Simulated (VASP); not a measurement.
# Li2S (Fm-3m) in VASP: a series of runs

The runs below take Li2S through single point, relaxation of cell and atoms, with PBE+D3(BJ).

Everything below comes from runs of VASP 6.6.1. Logs are shortened: lines on timing, memory, paths and dates and some standing lists are left out, and cuts for length are marked.

## Step 1: Starting point

It takes space group Fm-3m (No. 225, cubic). Conventional cell: a = 5.569 Å, b = 5.569 Å, c = 5.569 Å, α = 90.00°, β = 90.00°, γ = 90.00°. Li (site symmetry -43m) is surrounded by 4 S at 2.41 Å. Around S (site symmetry m-3m) lie 8 Li at 2.41 Å.

The cell comes from a database or a generator and needn't be the stable form of this composition.

## Step 2: Single point, PBE+D3(BJ)

The input, INCAR:

```
SYSTEM = Li2S
PREC = Accurate
ENCUT = 520
EDIFF = 1E-7
ISMEAR = 0
SIGMA = 0.02
LREAL = .FALSE.
LASPH = .TRUE.
NELM = 60
ALGO = Fast
ISIF = 2
LWAVE = .FALSE.
LCHARG = .FALSE.
GGA = PE
IVDW = 12
NBANDS = 13
```

The input, KPOINTS:

```
regular mesh
0
G
  8 8 8
  0 0 0
```

The input, POSCAR:

```
Li2S
1.0
    0.0000000000      2.7846934444      2.7846934444
    2.7846934444      0.0000000000      2.7846934444
    2.7846934444      2.7846934444      0.0000000000
Li S
2 1
Direct
    0.7500000000      0.7500000000      0.7500000000
    0.2500000000      0.2500000000      0.2500000000
    0.0000000000      0.0000000000      0.0000000000
```

Potentials or basis: VASP PAW PBE potentials, release 64 (Li_sv, S).

The run is started by

```
> cat potpaw_PBE.64/Li_sv/POTCAR potpaw_PBE.64/S/POTCAR > POTCAR
> mpirun -np 1 vasp_std > vasp.out
```

OUTCAR:

```text
SYSTEM = Li2S
   PREC = Accurate
   ENCUT = 520
   EDIFF = 1E-7
   ISMEAR = 0
   LREAL = .FALSE.
   LASPH = .TRUE.
   NELM = 60
   ISIF = 2
   GGA = PE
   IVDW = 12
 IVDW          = 12

 ion  position               nearest neighbor table
   1  0.750  0.750  0.750-   3 2.41   3 2.41   3 2.41   3 2.41
   2  0.250  0.250  0.250-   3 2.41   3 2.41   3 2.41   3 2.41
   3  0.000  0.000  0.000-   1 2.41   1 2.41   1 2.41   1 2.41   2 2.41   2 2.41   2 2.41   2 2.41

  LATTYP: Found a face centered cubic cell.
 ALAT       =     5.5693868888

  Lattice vectors:

 A1 = (   0.0000000000,   2.7846934444,   2.7846934444)
 A2 = (   2.7846934444,   0.0000000000,   2.7846934444)
 A3 = (   2.7846934444,   2.7846934444,   0.0000000000)

Analysis of symmetry for initial positions (statically):
=====================================================================
 Subroutine PRICEL returns:
 Original cell was already a primitive cell.

 Routine SETGRP: Setting up the symmetry group for a
 face centered cubic supercell.

 Subroutine GETGRP returns: Found 48 space group operations
 (whereof 48 operations were pure point group operations)
 out of a pool of 48 trial point group operations.

The static configuration has the point symmetry O_h .

Analysis of symmetry for dynamics (positions and initial velocities):
=====================================================================
 Subroutine PRICEL returns:
 Original cell was already a primitive cell.

 Routine SETGRP: Setting up the symmetry group for a
 face centered cubic supercell.

 Subroutine GETGRP returns: Found 48 space group operations
 (whereof 48 operations were pure point group operations)
 out of a pool of 48 trial point group operations.

The dynamic configuration has the point symmetry O_h .

 Subroutine INISYM returns: Found 48 space group operations
 (whereof 48 operations are pure point group operations),
 and found     1 'primitive' translations

----------------------------------------------------------------------------------------

                                     Primitive cell

  volume of cell :      43.1879

  direct lattice vectors                    reciprocal lattice vectors
     0.000000000  2.784693444  2.784693444    -0.179552978  0.179552978  0.179552978
     2.784693444  0.000000000  2.784693444     0.179552978 -0.179552978  0.179552978
     2.784693444  2.784693444  0.000000000     0.179552978  0.179552978 -0.179552978

  length of vectors
     3.938151236  3.938151236  3.938151236     0.310994880  0.310994880  0.310994880

  position of ions in fractional coordinates (direct lattice)
     0.750000000  0.750000000  0.750000000
     0.250000000  0.250000000  0.250000000
     0.000000000  0.000000000  0.000000000

  ion indices of the primitive-cell ions
   primitive index   ion index
                 1           1
                 2           2
                 3           3

----------------------------------------------------------------------------------------

 KPOINTS: regular mesh

Automatic generation of k-mesh.
 Grid dimensions read from file:
 generate k-points for:    8    8    8

 Generating k-lattice:

  Cartesian coordinates                     Fractional coordinates (reciprocal lattice)
    -0.022444122  0.022444122  0.022444122     0.125000000  0.000000000  0.000000000
     0.022444122 -0.022444122  0.022444122     0.000000000  0.125000000  0.000000000
     0.022444122  0.022444122 -0.022444122     0.000000000  0.000000000  0.125000000

  Length of vectors
     0.038874360  0.038874360  0.038874360

  Shift w.r.t. Gamma in fractional coordinates (k-lattice)
     0.000000000  0.000000000  0.000000000

 Subroutine IBZKPT returns following result:
 ===========================================

 Found     29 irreducible k-points:

 Following reciprocal coordinates:
            Coordinates               Weight
  0.000000  0.000000  0.000000      1.000000
  0.125000  0.000000  0.000000      8.000000
  0.250000  0.000000  0.000000      8.000000
  0.375000  0.000000  0.000000      8.000000
  0.500000  0.000000  0.000000      4.000000
  0.125000  0.125000  0.000000      6.000000
[... 16 lines left out ...]
  0.500000  0.250000  0.125000     48.000000
 -0.375000  0.250000  0.125000     24.000000
 [... further k-points ...]
   k-points           NKPTS =     29   k-points in BZ     NKDIM =     29   number of bands    NBANDS=     13
   number of dos      NEDOS =    301   number of ions     NIONS =      3
   total plane-waves  NPLWV =  27000
   dimension x,y,z NGX =    30 NGY =   30 NGZ =   30
   dimension x,y,z NGXF=    60 NGYF=   60 NGZF=   60
   ions per type =               2   1
   NGX,Y,Z   is equivalent  to a cutoff of  12.66, 12.66, 12.66 a.u.
   NGXF,Y,Z  is equivalent  to a cutoff of  25.33, 25.33, 25.33 a.u.
 SYSTEM =  Li2S
   PREC   = accura    normal or accurate (medium, high low for compatibility)
   ISTART =      0    job   : 0-new  1-cont  2-samecut
   ICHARG =      2    charge: 1-file 2-atom 10-const
   ISPIN  =      1    spin polarized calculation?
   LNONCOLLINEAR =      F non collinear calculations
   LSORBIT =      F    spin-orbit coupling
   LASPH  =      T    aspherical Exc in radial PAW
   ENCUT  =  520.0 eV  38.22 Ry    6.18 a.u.   7.32  7.32  7.32*2*pi/ulx,y,z
   NELM   =     60;   NELMIN=  2; NELMDL= -5     # of ELM steps
   EDIFF  = 0.1E-06   stopping-criterion for ELM
   LREAL  =      F    real-space projection
   EDIFFG = 0.1E-05   stopping-criterion for IOM
   NSW    =      0    number of steps for IOM
   IBRION =     -1    ionic relax: 0-MD 1-quasi-New 2-CG
   NFREE  =      0    steps in history (QN), initial steepest desc. (CG)
   ISIF   =      2    stress and relaxation
   ISYM   =      2    0-nonsym 1-usesym 2-fastsym
   POTIM  = 0.5000    time-step for ionic-motion
   TEBEG  =    0.0;   TEEND  =   0.0 temperature during run
   PSTRESS=    0.0 pullay stress
   NELECT =      12.0000    total number of electrons
   NUPDOWN=      -1.0000    fix difference up-down
   EMIN   =  10.00;   EMAX   =-10.00  energy-range for DOS
   EFERMI =   0.00;   METHOD = LEGACY
   ISMEAR =     0;   SIGMA  =   0.02  broadening in eV -4-tet -1-fermi 0-gaus
   EFERMI_NEDOS =   21; number of points for ismear=-14 and -15
   IALGO  =     68    algorithm
   IMIX   =      4    mixing-type and parameters
     AMIX     =   0.40;   BMIX     =  1.00
     AMIX_MAG =   1.60;   BMIX_MAG =  1.00
  volume/ion in A,a.u.               =      14.40        97.15
  Fermi-wavevector in a.u.,A,eV,Ry     =   1.068270  2.018738 15.526991  1.141202
  Thomas-Fermi vector in A             =   2.203913
   LORBIT       =      0    0 simple, 1 ext, 2 COOP (PROOUT), +10 PAW based schemes
   GGA     = PE    functional components
   LHFCALC =     F    Hartree Fock is set to
   AEXX    =    0.0000 exact exchange contribution
   IVDW    =    12    specifies the selected vdW correction
   LEPSILON=     F    determine dielectric tensor
   LRPA    =     F    only Hartree local field effects (RPA)
 non-spin polarized calculation
 RMM-DIIS sequential band-by-band and
 Gauss-broadening in eV      SIGMA  =   0.02
  energy-cutoff  :      520.00
  volume of cell :       43.19
 maximum number of plane-waves:      1211
 NGX is ok and might be reduce to    30
   NGX = 15   NGY = 15   NGZ = 15

 number of electron      12.0000022 magnetization

 Free energy of the ion-electron system (eV)
  ---------------------------------------------------
  ext. energy  EPLUGINS =         0.00000000
  ---------------------------------------------------
  free energy    TOTEN  =       -11.96292154 eV

  energy without entropy =      -11.96292154  energy(sigma->0) =      -11.96292154

 E-fermi :   2.0820     XC(G=0):  -8.7689

 val. band max:        1.9019579060   @ k =   0.0000   0.0000   0.0000
 cond. band min:       5.2382187021   @ k =   0.5000   0.5000   0.0000
 fundamental gap:      3.3362607961
 Fermi energy:         2.0820130244

 k-point     1 :       0.0000    0.0000    0.0000
  band No.  band energies     occupation
      1     -42.1591      2.00000
      2     -42.1037      2.00000
      3      -9.3098      2.00000
      4       1.9020      2.00000
      5       1.9020      2.00000
      6       1.9020      2.00000
      7       6.5383      0.00000
      8       8.1566      0.00000
      9       8.1566      0.00000
     10       8.1566      0.00000
     11      13.2578      0.00000
     12      13.2578      0.00000
     13      14.6766      0.00000

 k-point     2 :       0.1250    0.0000    0.0000
  band No.  band energies     occupation
      1     -42.1569      2.00000
      2     -42.1054      2.00000
      3      -9.2468      2.00000
      4       1.2613      2.00000
      5       1.8041      2.00000
      6       1.8041      2.00000
      7       6.9626      0.00000
      8       8.4092      0.00000
      9       8.4092      0.00000
     10       8.5721      0.00000
     11      12.2868      0.00000
     12      12.2868      0.00000
     13      14.8592      0.00000

 k-point     3 :       0.2500    0.0000    0.0000
  band No.  band energies     occupation
      1     -42.1503      2.00000
      2     -42.1110      2.00000
      3      -9.0841      2.00000
      4       0.0872      2.00000
      5       1.5939      2.00000
      6       1.5939      2.00000
      7       7.5985      0.00000
      8       8.7493      0.00000
      9       8.7494      0.00000
     10       9.5579      0.00000
     11      11.9248      0.00000
     12      11.9248      0.00000
     13      15.3955      0.00000
[... 305 lines left out ...]
 k-point    23 :       0.5000    0.2500    0.1250
  band No.  band energies     occupation
      1     -42.1385      2.00000
      2     -42.1214      2.00000
      3      -8.8124      2.00000
      4      -0.6292      2.00000
      5       0.5720      2.00000
      6       1.0693      2.00000
      7       7.7441      0.00000
      8       8.8902      0.00000
      9      10.0966      0.00000
     10      10.5856      0.00000
     11      12.2372      0.00000
     12      14.7195      0.00000
     13      16.0777      0.00000

 k-point    24 :      -0.3750    0.2500    0.1250
  band No.  band energies     occupation
      1     -42.1298      2.00000
      2     -42.1298      2.00000
      3      -8.7466      2.00000
      4      -0.8846      2.00000
      5       0.5570      2.00000
      6       0.9052      2.00000
      7       7.8396      0.00000
      8       8.7771      0.00000
      9      10.5157      0.00000
     10      11.2036      0.00000
     11      12.5573      0.00000
     12      13.9857      0.00000
     13      15.6849      0.00000

 [... further k-points ...]

------------------------ aborting loop because EDIFF is reached ----------------------------------------

 Edisp (eV)   -0.84780

 E8    (eV) :    -0.3343

  FORCE on cell =-STRESS in cart. coord.  units (eV):
  Direction    XX          YY          ZZ          XY          YZ          ZX
  --------------------------------------------------------------------------------------
  -------------------------------------------------------------------------------------
  Total      -0.02599    -0.02599    -0.02599     0.00000     0.00000     0.00000
  in kB      -0.96403    -0.96403    -0.96403     0.00000     0.00000     0.00000
  external pressure =       -0.96 kB  Pullay stress =        0.00 kB

 VOLUME and BASIS-vectors are now :
 -----------------------------------------------------------------------------
  energy-cutoff  :      520.00
  volume of cell :       43.19
      direct lattice vectors                 reciprocal lattice vectors
     0.000000000  2.784693444  2.784693444    -0.179552978  0.179552978  0.179552978
     2.784693444  0.000000000  2.784693444     0.179552978 -0.179552978  0.179552978
     2.784693444  2.784693444  0.000000000     0.179552978  0.179552978 -0.179552978

 POSITION                                       TOTAL-FORCE (eV/Angst)
 -----------------------------------------------------------------------------------
      4.17704      4.17704      4.17704         0.000000     -0.000000     -0.000000
      1.39235      1.39235      1.39235        -0.000000      0.000000      0.000000
      0.00000      0.00000      0.00000        -0.000000      0.000000      0.000000
 -----------------------------------------------------------------------------------
    total drift:                                0.000000     -0.000000      0.000000

  FREE ENERGIE OF THE ION-ELECTRON SYSTEM (eV)
  ---------------------------------------------------
  free  energy   TOTEN  =       -12.8107202502 eV

  energy  without entropy=      -12.8107202502  energy(sigma->0) =      -12.81072025
```

Run time: 14 s. Hardware: 1 thread of Intel Xeon 6975P-C (Granite Rapids), shared host; peak memory 0.16 GiB.

What came out:

- Free energy: -12.8107 eV
- Band gap on the k mesh: 3.34 eV, indirect (least direct gap 4.64 eV)
- Dispersion energy per atom: -0.283 eV

Caveat: the cutoff is under 1.25 times the usual one of these potentials, so pressure, stress and relaxed cells hold a basis-set (Pulay) error. PBE gaps usually lie below the measured ones, often by a third to a half.

## Step 3: Relaxation of cell and atoms, PBE+D3(BJ)

This run uses another cell than the first one, of 15.19 Å³/atom, 1.055 times its volume.

The input, INCAR:

```
ALGO = Normal
EDIFF = 1E-6
EDIFFG = -0.01
ENCUT = 600
GGA = PE
IBRION = 2
ISIF = 3
ISMEAR = 0
IVDW = 12
LASPH = T
LCHARG = F
LREAL = F
LWAVE = F
NELM = 60
NSW = 100
PREC = Accurate
SIGMA = 0.02
```

The input, KPOINTS:

```
k-points
0
Gamma
  8 8 8
```

The input, POSCAR:

```
Li2S
1.0
    0.0000000000      2.8351678800      2.8351678800
    2.8351678800      0.0000000000      2.8351678800
    2.8351678800      2.8351678800      0.0000000000
Li S
2 1
Direct
    0.7500000000      0.7500000000      0.7500000000
    0.2500000000      0.2500000000      0.2500000000
    0.0000000000      0.0000000000      0.0000000000
```

Potentials or basis: VASP PAW PBE potentials, release 64 (Li_sv, S).

The run is started by

```
> cat potpaw_PBE.64/Li_sv/POTCAR potpaw_PBE.64/S/POTCAR > POTCAR
> mpirun -np 1 vasp_std > vasp.out
```

Run time: 12 s. Hardware: 1 thread of Intel Xeon 6975P-C (Granite Rapids), shared host; peak memory 0.18 GiB.

Results (log left out):

```
Free energy                            : -12.8134 eV
Relaxed volume                         : 14.37 Å³/atom
Relaxed cell                           : a = 3.935 Å, b = 3.935 Å, c = 3.935 Å, α = 60.00°, β = 60.00°, γ = 60.00°
Space group after relaxing (to 0.05 Å) : Fm-3m (No. 225)
Energy gained by relaxing              : 6.6 meV/atom
Ionic steps                            : 3
Pressure after relaxing                : -0.1 GPa
Band gap on the k mesh                 : 3.33 eV, indirect (least direct gap 4.65 eV)
Dispersion energy per atom             : -0.283 eV
```

Step by step:
```tsv
step	energy change (eV)	largest force (eV/Å)	pressure (GPa)	volume (Å³)
1	0.0000	0.0000	-2.38	45.58
2	-0.0161	0.0000	-1.09	44.11
3	-0.0198	0.0000	-0.06	43.10
```

Final structure:
```
CELL_PARAMETERS angstrom
0.00000 2.78274 2.78274
2.78274 0.00000 2.78274
2.78274 2.78274 0.00000
ATOMIC_POSITIONS crystal
Li 0.75000 0.75000 0.75000
Li 0.25000 0.25000 0.25000
S 0.00000 0.00000 0.00000
```

Levels at points of the mesh, in eV from the valence-band top:
```tsv
k point	band 4	band 5	band 6	band 7	band 8	band 9
(0.00, 0.00, 0.00)	0.00	0.00	0.00	4.65	6.26	6.26
(0.50, 0.00, 0.00)	-3.11	-0.56	-0.56	6.45	6.60	6.60
(0.50, 0.50, 0.00)	-2.31	-1.56	-1.56	3.33	7.29	11.62
```

Caveat: the cutoff is under 1.25 times the usual one of these potentials, so pressure, stress and relaxed cells hold a basis-set (Pulay) error. A k mesh can miss the band edges.

## Step 4: Single point, PBE+D3(BJ)

This run uses another cell than the first one, of 15.19 Å³/atom, 1.055 times its volume.

The input, INCAR:

```
SYSTEM = Li2S
PREC = Accurate
ENCUT = 520
EDIFF = 1E-6
ISMEAR = 0
SIGMA = 0.1
LREAL = .False.
LASPH = .True.
NELM = 60
ALGO = Normal
ISIF = 2
LWAVE = .False.
LCHARG = .False.
GGA = PE
IVDW = 12
NBANDS = 13
```

The input, KPOINTS:

```
Automatic mesh
0
Gamma
  6 6 6
  0 0 0
```

POSCAR is that of step 3.

The run is started by

```
> cat potpaw_PBE.64/Li_sv/POTCAR potpaw_PBE.64/S/POTCAR > POTCAR
> mpirun -np 1 vasp_std > vasp.out
```

It took 5.5 s on 1 thread of Intel Xeon 6975P-C (Granite Rapids), shared host; peak memory 0.16 GiB.

Results (log left out):

| Quantity | Value |
| --- | --- |
| Free energy | -12.7934 eV |
| Band gap on the k mesh | 3.38 eV, indirect (least direct gap 4.35 eV) |
| Dispersion energy per atom | -0.267 eV |

Levels at points of the mesh, in eV from the valence-band top:
| k point | band 4 | band 5 | band 6 | band 7 | band 8 | band 9 |
| --- | --- | --- | --- | --- | --- | --- |
| (0.00, 0.00, 0.00) | 0.00 | 0.00 | 0.00 | 4.35 | 6.24 | 6.24 |
| (0.50, 0.00, 0.00) | -2.92 | -0.52 | -0.52 | 6.18 | 6.58 | 6.58 |
| (0.50, 0.50, 0.00) | -2.19 | -1.45 | -1.45 | 3.38 | 7.14 | 11.20 |

Caveat: the cutoff is under 1.25 times the usual one of these potentials, so pressure, stress and relaxed cells hold a basis-set (Pulay) error. A k mesh can miss the band edges.

## Step 5: Summary

```csv
task,cell,k mesh,cutoff (eV),smearing,gap on the mesh (eV)
single point,"Fm-3m, 14.4 Å³/atom",8 × 8 × 8,520,gaussian 0.02 eV,3.34
relaxation of cell and atoms,relaxed,8 × 8 × 8,600,gaussian 0.02 eV,3.33
single point,"Fm-3m, 15.19 Å³/atom",6 × 6 × 6,520,gaussian 0.1 eV,3.38
```

Alike in all rows: level PBE+D3(BJ); potentials or basis VASP PAW PBE potentials, release 64 (Li_sv, S); no spin polarisation.

Caveats: the cutoff is under 1.25 times the usual one of these potentials, so pressure, stress and relaxed cells hold a basis-set (Pulay) error.

Absolute energies hang on the potentials; compare differences alone.
